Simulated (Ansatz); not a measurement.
**BP: all-electron results**

```
B P
1.0
     3.00957    0.00000    0.00000
    -1.50479    2.60637    0.00000
     0.00000    0.00000    2.66180
B P
1 1
Direct
  0.00000 0.00000 0.00000
  0.33333 0.66667 0.50000
```

Atom numbers follow the list: B1, P2.

The cell was built from the WC type and relaxed in the same program, and has space group P-6m2; it needn't be a known or the stable phase.

Methods: DFT, PBE, all-electron LAPW, scalar-relativistic (Ansatz 0.2.0); DFT, PBE, PAW with Ansatz's default frozen-core files, scalar-relativistic (Ansatz 0.2.0).

For LAPW: a Γ-centred 13×13×11 k mesh, Fermi–Dirac smearing of 0.08 eV, basis error target 0.5 meV/atom, no spin polarisation. PAW takes a cutoff of 420 eV at this cell. The Ansatz runs share mesh, smearing and spin set-up. Values come from LAPW unless marked.

```yaml
Band_gap: "none: bands cross the Fermi level, a metal"
Density_of_states_at_the_Fermi_level_0.2_eV_bin: 0.64 states/eV per cell
Löwdin_charges_with_0.11_e_of_the_cell_spilling_out_of_the_atomic_basis_so_their_sizes_and_signs_hang_on_that_basis: B1 -0.54, P2 0.65 e
Bader_charges_from_the_PAW_run: B1 +0.06, P2 -0.06 e
Volume_per_atom: 10.44 Å³
Pressure_at_this_cell: 0.3 kbar
```
